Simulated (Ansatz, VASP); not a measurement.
## Two plane-wave programs on GaP

```
Ga P
1.0
     0.00000    2.70696    2.70696
     2.70696    0.00000    2.70696
     2.70696    2.70696    0.00000
Ga P
1 1
Direct
  0.00000 0.00000 0.00000
  0.75000 0.75000 0.75000
```

Change from the starting cell: volume scaled by 0.98.

Alike in both runs: task single point; functional r2SCAN; k mesh 8 × 8 × 8; occupations fermi-dirac, width 0.05 eV; no spin polarisation.

```csv
,VASP,Ansatz
version,VASP 6.6.1,Ansatz 0.2.0
potentials or method,"VASP PAW PBE potentials, release 64 (Ga_d, P)",Ansatz PAW
plane-wave cutoff (eV),520,500
valence electrons in the cell,18,18
```

|  | VASP | Ansatz | Ansatz less VASP |
| --- | --- | --- | --- |
| gap on the k mesh at the Fermi level (eV) | 1.87 | 1.86 | -0.008 |
| least direct gap on the mesh (eV) | 2.52 | 2.54 | +0.022 |
| pressure (GPa) | 1.9 | 1.9 | +0.03 |

Caveats: the PAW data sets were made with another functional, which shifts forces and pressure a little (VASP); the PAW data sets come from PBE, with cores solved anew for the run's functional, which leaves a small shift of forces and pressure (Ansatz). A k mesh can miss the band edges.
